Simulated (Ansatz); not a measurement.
# Ti: stationary points along a deformation path

Computed with Ansatz 0.2.0, DFT PBE, scalar-relativistic, plane waves, PAW. The runs took a 420 eV cutoff, a Γ-centred 28×28×28 mesh and Gaussian smearing (0.15 eV). No spin polarisation. Energies are free energies at this smearing, counted from the undisturbed cell; pressure is positive in compression.

The undisturbed cell (relaxed at this level; with this scan's settings it stands at 0.1 GPa; this bcc form isn't the usual structure):

```
Ti
1.0
    -1.62775    1.62775    1.62775
     1.62775   -1.62775    1.62775
     1.62775    1.62775   -1.62775
Ti
1
Direct
  0.00000 0.00000 0.00000
```

At fixed volume and fractional coordinates, lengths along (0.000, 0.000, 1.000) are scaled against those across it; ρ is that ratio over its starting value. V = 17.251 Å³/atom. Δσ is the stress along the axis less the mean stress across it (compression positive).

| ρ | ΔE (meV/atom) | Δσ (GPa) | space group |
| --- | --- | --- | --- |
| 0.650 | 224.8 | 23.05 | I4/mmm |
| 0.707 | 100.2 | 17.60 | I4/mmm |
| 0.780 | 14.9 | 7.17 | I4/mmm |
| 0.850 | -11.9 | 1.48 | I4/mmm |
| 0.920 | -7.3 | -2.24 | I4/mmm |
| 0.960 | -1.6 | -1.20 | I4/mmm |
| 1.000 | 0.0 | 0.00 | Im-3m |
| 1.050 | -1.8 | 0.99 | I4/mmm |
| 1.100 | -6.6 | 1.91 | I4/mmm |
| 1.200 | -23.5 | 3.27 | I4/mmm |
| 1.300 | -41.2 | 2.56 | I4/mmm |
| 1.414 | -49.6 | 0.01 | Fm-3m |
| 1.500 | -45.3 | -1.95 | I4/mmm |

Task: How does the stress give the slope of the energy, and where is the energy stationary?

Result: Along the path d ln(length) is 2/3 d ln ρ on the axis and −1/3 d ln ρ across it, so dE/d ln ρ = −(2/3) V Δσ: the energy falls with ρ where Δσ is positive. Δσ vanishes or changes sign between ρ = 0.850 and 0.920, a minimum (near 0.88 by linear interpolation); at ρ = 1.000 (Im-3m), a maximum at 0.0 meV/atom; at ρ = 1.414 (Fm-3m), a minimum at -49.6 meV/atom. Pairs of stationary points between two samples would go unseen, and could change a minimum read from distant neighbours into a maximum. At ρ = 1.000, 1.414 the cell is cubic, where symmetry alone makes the stress isotropic and the slope zero.

Task: Which shear constant sets the curvature at ρ = 1?

Result: For a cubic crystal E/V = (2/3) C (ln ρ)² with C = C′ = (C11 − C12)/2, so Δσ = −2C ln ρ. The parabola of Δσ against ln ρ through ρ = 0.960, 1 and 1.050 gives C ≈ -12.6 GPa with the ions clamped, rough because the steps are large. It is negative, so the cubic cell is unstable to this shear.

Task: Integrate that slope from ρ = 1 to 0.850 by the trapezoid rule.

Result: With V/N in Å³ and 1 eV/Å³ = 160.2 GPa the slopes at ρ = 1.000, 0.960, 0.920, 0.850 are 0, 86, 161, -106 meV/atom per unit of ln ρ. The steps add (-1.8) + (-5.3) + (-2.2) = -9.2 meV/atom, against -11.9 from the energies; the trapezoid rule misses the curvature of the slope within each step.

Task: Is the start the lowest point of the path?

Result: No: ρ = 1.414 lies 49.6 meV/atom lower, with no sampled rise above the start on the way. Volume and inner coordinates are held, so a relaxed structure there would lie lower still.

In a metal these slopes depend on the k mesh and the smearing.

Cost: 13 runs of about 2.6 core-minutes in all, on AMD EPYC 7R13 Processor (Zen 3) (shared hosts).